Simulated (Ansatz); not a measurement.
MnSn2, 6 atoms in the cell. It takes space group I4/mcm (No. 140, tetragonal). Conventional cell: a = 6.659 Å, b = 6.659 Å, c = 5.447 Å, α = 90.00°, β = 90.00°, γ = 90.00°. Around Sn (site symmetry m2m) lie 4 Mn at 2.84 Å and 3 Sn at 3.06 to 3.19 Å. Mn (site symmetry 422) is surrounded by 2 Mn at 2.72 Å and 8 Sn at 2.84 Å. 

| Item | Value |
| --- | --- |
| Program | Ansatz 0.2.0 |
| Task | relaxation of cell and atoms |
| Functional | LDA |
| Potentials or basis | Ansatz PAW |
| Cutoff | 420 eV (not typed: the program's choice for these potentials) |
| k mesh | 6 × 6 × 6 |
| Occupations | fermi-dirac, width 0.05 eV |
| Spin | collinear spin, ferromagnetic start |
| Starting moments | [0.0, 0.0, 0.0, 0.0, 4.0, 4.0] μB |

Potentials or basis: Ansatz PAW.

Command:

```bash
$ ansatz run input.yaml --threads 2 --pin off --max-ram 5632MiB --backend cpu --events-out ev --progress --plain --runs-dir out
```

Hardware: 2 threads of AMD EPYC 7R13 Processor (Zen 3), on a shared host.

Task: How long does it take, and how much memory?

Result: Wall time 80 s on 2 threads of AMD EPYC 7R13 Processor (Zen 3), with other jobs on the host, peak memory 0.69 GiB. Counts: scf iterations 60, plane waves 2137, k points 30, bands 57, ion steps 6.
